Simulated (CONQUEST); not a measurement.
A run of CONQUEST 1.3 is set up as follows.

The input Conquest_input:

```
IO.Title ZnAu
IO.Coordinates coords.dat
IO.FractionalAtomicCoords T
IO.Iprint 2
IO.Iprint_init 1
General.NumberOfSpecies 2
General.PseudopotentialType hamann
AtomMove.TypeOfRun static
AtomMove.FullStress T
Grid.GridCutoff 100
DM.SolutionMethod diagon
Diag.MPMesh T
Diag.GammaCentred T
Diag.MPMeshX 6
Diag.MPMeshY 6
Diag.MPMeshZ 6
Diag.kT 0.00734986
minE.SCTolerance 1e-6
Diag.SmearingType 1
Diag.MPOrder 1
SC.MaxIters 100
IO.AtomChargeOutput T
IO.writeDOS T
IO.write_proj_DOS T
IO.DumpChargeDensity T
IO.DumpTotPot T
%block ChemicalSpeciesLabel
1 196.970 Au
2 65.390 Zn
%endblock
```

Contents of coords.dat:

```
    5.9469681142     0.0000000000     0.0000000000
    0.0000000000     5.9469681142     0.0000000000
    0.0000000000     0.0000000000     5.9469681142
2
  0.0000000000   0.0000000000   0.0000000000 1 T T T
  0.5000000000   0.5000000000   0.5000000000 2 T T T
```

Contents of Conquest_input (lines added for PostProcessCQ):

```
Process.Job pdos
Process.min_DOS_E -0.7163
Process.max_DOS_E 0.2837
Process.sigma_DOS 0.002
Process.n_DOS 401
Process.pDOS_l_resolved T
```

Potentials or basis: PseudoDojo NC PBE, DZP, grid cutoff 100 Ha.

Command:

```console
$ Conquest
$ PostProcessCQ   # after the lines are added to Conquest_input
```

**Question.** Estimate the band gap on the k mesh.

**Answer.** None (metal or under the smearing width).

States per cell in windows of 0.5 eV (zero at the Fermi level; states under -8 eV left out):
| from (eV) | total | Au_d | Zn_d | Zn_p | Au_p | Zn_s | Au_s |
| --- | --- | --- | --- | --- | --- | --- | --- |
| -8.0 | 4.50 | 0.17 | 4.14 | 0.06 | 0.04 | 0.06 | 0.04 |
| -7.5 | 0.44 | 0.11 | 0.18 | 0.03 | 0.02 | 0.08 | 0.02 |
| -7.0 | 0.83 | 0.40 | 0.22 | 0.07 | 0.02 | 0.09 | 0.04 |
| -6.5 | 0.64 | 0.40 | 0.08 | 0.07 | 0.02 | 0.06 | 0.02 |
| -6.0 | 1.99 | 1.54 | 0.20 | 0.13 | 0.03 | 0.03 | 0.05 |
| -5.5 | 1.79 | 1.52 | 0.13 | 0.10 | 0.03 | 0.01 | 0.01 |
| -5.0 | 1.83 | 1.62 | 0.07 | 0.08 | 0.03 | 0.01 | 0.03 |
| -4.5 | 2.44 | 2.20 | 0.13 | 0.03 | 0.03 | 0.03 | 0.02 |
| -4.0 | 0.42 | 0.31 | 0.03 | 0.03 | 0.02 | 0.01 | 0.04 |
| -3.5 | 0.27 | 0.20 | 0.00 | 0.01 | 0.02 | 0.03 | 0.00 |
| -3.0 | 0.32 | 0.12 | 0.01 | 0.07 | 0.04 | 0.03 | 0.05 |
| -2.5 | 0.28 | 0.12 | 0.00 | 0.07 | 0.03 | 0.00 | 0.05 |
| -2.0 | 0.45 | 0.13 | 0.02 | 0.11 | 0.07 | 0.05 | 0.06 |
| -1.5 | 0.05 | 0.01 | 0.00 | 0.01 | 0.01 | 0.01 | 0.01 |
| -1.0 | 0.44 | 0.07 | 0.02 | 0.14 | 0.08 | 0.04 | 0.09 |
| -0.5 | 0.09 | 0.02 | 0.00 | 0.03 | 0.02 | 0.02 | 0.01 |
| 0.0 | 0.36 | 0.06 | 0.01 | 0.12 | 0.08 | 0.07 | 0.03 |
| 0.5 | 0.11 | 0.01 | 0.01 | 0.02 | 0.01 | 0.00 | 0.06 |
| 1.0 | 0.21 | 0.03 | 0.01 | 0.11 | 0.05 | 0.00 | 0.01 |
| 1.5 | 0.53 | 0.06 | 0.03 | 0.05 | 0.07 | 0.19 | 0.13 |
| 2.0 | 0.23 | 0.03 | 0.00 | 0.03 | 0.01 | 0.13 | 0.03 |
| 2.5 | 0.04 | 0.00 | 0.00 | 0.01 | 0.00 | 0.02 | 0.01 |
| 3.0 | 0.59 | 0.04 | 0.04 | 0.22 | 0.12 | 0.09 | 0.09 |
| 3.5 | 0.60 | 0.06 | 0.03 | 0.18 | 0.08 | 0.17 | 0.08 |
| 4.0 | 0.17 | 0.01 | 0.01 | 0.09 | 0.05 | 0.01 | 0.00 |
| 4.5 | 0.27 | 0.02 | 0.02 | 0.11 | 0.04 | 0.05 | 0.03 |
| 5.0 | 0.29 | 0.02 | 0.01 | 0.12 | 0.04 | 0.04 | 0.06 |
| 5.5 | 0.22 | 0.03 | 0.03 | 0.07 | 0.08 | 0.00 | 0.00 |
| 6.0 | 0.38 | 0.03 | 0.03 | 0.26 | 0.06 | 0.00 | 0.00 |
| 6.5 | 0.42 | 0.04 | 0.03 | 0.19 | 0.08 | 0.04 | 0.03 |
| 7.0 | 0.59 | 0.04 | 0.04 | 0.34 | 0.08 | 0.06 | 0.03 |
| 7.5 | 0.29 | 0.01 | 0.05 | 0.09 | 0.08 | 0.00 | 0.06 |

Caveat: the basis of atomic orbitals isn't converged, which shifts pressures, moduli and gaps. The run has no spin-orbit coupling, so splittings on Au are missing.
